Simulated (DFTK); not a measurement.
## MgS (Niningerite) under changes of volume

One of the cells (17.609 Å³/atom); the others are scaled copies at fixed shape and fractional positions:

```xyz
2
Lattice="0.0000 2.6016 2.6016 2.6016 0.0000 2.6016 2.6016 2.6016 0.0000" Properties=species:S:1:pos:R:3 pbc="T T T"
S     2.6016    2.6016    2.6016
Mg    0.0000    0.0000    0.0000
```

```yaml
Program: DFTK 0.8.2
Functional: LDA
Potentials_or_basis: cp2k.nc.sr.lda.v0_1.largecore.gth (LDA, GTH, large core)
Cutoff: 816 eV
k_mesh: 8 × 8 × 8
Occupations: fermi-dirac, width 0.05 eV
Spin: no spin polarisation
```

```tsv
volume (Å³/atom)	energy over the lowest point (meV/atom)	gap on the mesh (eV)
16.553	0.00	2.69
16.905	0.26	2.66
17.257	?	?
17.609	10.81	2.58
17.962	20.50	2.55
18.314	32.71	2.51
18.666	47.24	2.48
```

Problem. What does the run at 17.257 Å³/atom give?

Solution. Energy over the lowest point 3.97 meV/atom; gap on the mesh 2.62 eV.

Worked out: A Birch-Murnaghan fit of order 3 (a polynomial in V^(-2/3)) to the other rows has its minimum at 16.70 Å³/atom with B0 = V·E''(V) = 79 GPa and B' = 3.8. It gives 3.98 meV/atom at 17.257 Å³/atom, against the run's 3.97. A straight line through the other rows of the gap, of slope -1.78 eV per unit of ln V, gives 2.62 eV, against the run's 2.62.

Energies are extrapolated to zero smearing.

Caveats: this set keeps more shells in the core, which shifts pressures and gaps.

A mesh can miss the band edges.
